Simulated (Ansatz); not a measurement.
GaN (zincblende), relaxed with r2SCAN. The symmetry is F-43m (No. 216, cubic); conventional cell a = 4.498 Å, 11.37 Å³ an atom. Around Ga lie 4 N at 1.95 Å; around N lie 4 Ga at 1.95 Å.

```
Ga N
1.0
     0.00000    2.24895    2.24895
     2.24895    0.00000    2.24895
     2.24895    2.24895    0.00000
Ga N
1 1
Direct
  0.00000 0.00000 0.00000
  0.25000 0.25000 0.25000
```

The questions ask for values computed with Ansatz on this geometry. (Simulation; no magnetic order is allowed.)

Given (10×10×10 mesh): LDA gives a direct gap of 1.77 eV at Γ.

Q: What does PBE give for the gap (10×10×10 mesh)?

A: With PBE the gap is 1.76 eV and direct, at Γ. The gap differs by -0.01 eV from LDA's.

Q: How does the gap change from LDA to HSE06 (6×6×6)?

A: With HSE06 the gap is 3.01 eV and direct, at Γ. The gap differs by +1.24 eV from LDA's.

Q: What does G0W0@PBE with 168 empty bands, a screening cutoff of 220 eV and a 6×6×6 mesh give?

A: 2.84 eV (PBE's gap over the path plus the quasiparticle shift read on the mesh). The quasiparticle gap on this mesh is 2.84 eV (direct at Γ), against 1.75 eV from PBE: +1.09 eV. Renormalisation factors Z lie between 0.74 and 0.82. The G0W0 figures hold for the stated bands, cutoff and mesh and aren't extrapolated.

Q: How strongly does the crystal screen a field with clamped ions (r2SCAN)?

A: The clamped-ion dielectric constant comes out as 5.50 in all directions. Born charges, averaged over directions: Ga +2.67, N -2.67 e.

Q: What fraction of exact exchange does the dielectric-dependent hybrid take (1/ε∞ of PBE, averaged over directions)?

A: 0.169.

Q: How do the levels compare, in gap and in cost?

A: r2SCAN covers 33 % of the step from PBE to HSE06, while HSE06 needs about 9 times r2SCAN's cost (on a coarser mesh). Among these functionals the gap stays direct.

The meshes of the hybrids are coarse, so their gaps aren't converged to the digits shown.

With a shallow d shell on the cation, G0W0 converges slowly in bands and cutoff, so these values are in doubt.
